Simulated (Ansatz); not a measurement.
**CuO (Tenorite) under changes of volume**

One of the cells (10.135 Å³/atom); the others are scaled copies at fixed shape and fractional positions:

```
Cu O
1.0
     2.34185   -1.71130    0.00000
     2.34185    1.71130    0.00000
    -0.85003    0.00000    5.05787
Cu O
2 2
Direct
  0.50000 0.00000 0.50000
  0.00000 0.50000 0.00000
  0.41840 0.58160 0.75000
  0.58160 0.41840 0.25000
```

* Program: Ansatz 0.2.0
* Functional: rPW86-PBE
* Dispersion: rVV10
* Potentials or basis: Ansatz PAW
* Cutoff: 420 eV (not typed: the program's choice for these potentials)
* k mesh: 10 × 10 × 5
* Occupations: fermi-dirac, width 0.05 eV
* Spin: no spin polarisation

```tsv
volume (Å³/atom)	energy over the lowest point (meV/atom)	pressure (GPa)	largest force (eV/Å)
9.527	66.40	22.1	0.003
9.730	41.77	16.9	0.076
9.932	?	?	?
10.135	10.76	8.0	0.214
10.338	3.11	4.2	0.275
10.540	0.00	0.8	0.330
10.743	0.94	-2.2	0.381
```

Task: What does the run at 9.932 Å³/atom give?

Result: Energy over the lowest point 23.45 meV/atom; pressure 12.2 GPa; largest force 0.148 eV/Å.

Worked out: A Birch-Murnaghan fit of order 3 (a polynomial in V^(-2/3)) to the other rows has its minimum at 10.59 Å³/atom with B0 = V·E''(V) = 164 GPa and B' = 4.6 at fixed shape and positions, which overstates the stiffness. It gives 23.50 meV/atom at 9.932 Å³/atom, against the run's 23.45, and -dE/dV = 12.2 GPa, against 12.2.

Energies are extrapolated to zero smearing.

Caveats: the run has no spin polarisation, though such a crystal can be magnetic; the PAW data sets come from PBE, with cores solved anew for the run's functional, which leaves a small shift of forces and pressure.
